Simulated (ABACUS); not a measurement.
The system is Al.

```xyz
1
Lattice="1.5912 1.5912 1.5912 -1.5912 1.5912 1.5912 -1.5912 -1.5912 1.5912" Properties=species:S:1:pos:R:3 pbc="T T T"
Al    0.0000    0.0000    0.0000
```

This isn't the form of Al at room conditions, which is fcc.

Base run:

```yaml
Program: ABACUS 3.10.1
Functional: PBE
Potentials_or_basis: SG15 ONCV 1.2 PBE
Cutoff: 816 eV
Density_cutoff: 3265 eV
Basis: plane waves
k_mesh: 8 × 8 × 8
Occupations: fermi-dirac, width 0.05 eV
Spin: no spin polarisation
```

Its results: band gap on the k mesh none (metal or under the smearing width); pressure 2.8 GPa.

The run is repeated on the same cell with these changes: potentials or basis from SG15 ONCV 1.2 PBE to SPMS ONCV 1.0 PBE; valence electrons from 11 to 3. What comes out?

Band gap on the k mesh none (metal or under the smearing width); pressure 3.9 GPa.
